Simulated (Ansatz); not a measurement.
CaO, CsCl type, relaxed with r2SCAN in Ansatz 0.2.0. Space group Pm-3m (No. 221), cubic; a = 2.903 Å in the conventional setting, 12.24 Å³ an atom. Around Ca lie 8 O at 2.51 Å; around O lie 8 Ca at 2.51 Å.

The axes x, y and z are those of this cell:
```
CELL_PARAMETERS angstrom
2.90321 0.00000 0.00000
0.00000 2.90321 0.00000
0.00000 0.00000 2.90321
ATOMIC_POSITIONS crystal
Ca 0.00000 0.00000 0.00000
O 0.50000 0.50000 0.50000
```

Unstrained: The PBE gap is indirect, 2.773 eV (M to Γ), below the direct gap of 3.076 eV at Γ. With r2SCAN the valence top lies at M and the conduction bottom at Γ, 3.276 eV higher; the smallest vertical gap, at Γ, is 3.582 eV. The HSE06 gap is indirect, 4.478 eV (M to Γ), below the direct gap of 4.824 eV at Γ. Meshes: PBE 8×8×8, r2SCAN 8×8×8, HSE06 6×6×6. Strains are changes of length per length. After each strain the atoms were relaxed again with r2SCAN in this cell and within any symmetry left, so distortions that break it or need a larger cell weren't tested; points keep the names that they have in the unstrained zone. Simulation only: spin-unpolarised, and no claim that this is the phase found in nature.

Q: Apply uniaxial +3.14 % along x, other directions held. How far does the gap move, against the unstrained cell?

A: PBE: the gap goes from 2.773 to 2.679 eV (-0.093 eV). r2SCAN: the gap goes from 3.276 to 3.174 eV (-0.102 eV). HSE06: the gap goes from 4.478 to 4.363 eV (-0.115 eV). The r2SCAN energy rises by 14.3 meV an atom.

Q: Estimate what uniaxial +1.47 % along [111], other directions held does to the gap.

A: PBE: the gap goes from 2.773 to 2.780 eV (+0.007 eV). r2SCAN: the gap goes from 3.276 to 3.282 eV (+0.006 eV). HSE06: the gap goes from 4.478 to 4.481 eV (+0.003 eV). The r2SCAN energy rises by 0.9 meV an atom.

Q: Estimate what biaxial +2.38 % in x and y, z held does to the gap.

A: PBE: the gap goes from 2.773 to 2.644 eV (-0.129 eV). r2SCAN: the gap goes from 3.276 to 3.139 eV (-0.137 eV). HSE06: the gap goes from 4.478 to 4.347 eV (-0.131 eV). The r2SCAN energy rises by 15.7 meV an atom.

The meshes of the hybrids are coarse, so their gaps aren't converged to the digits shown.
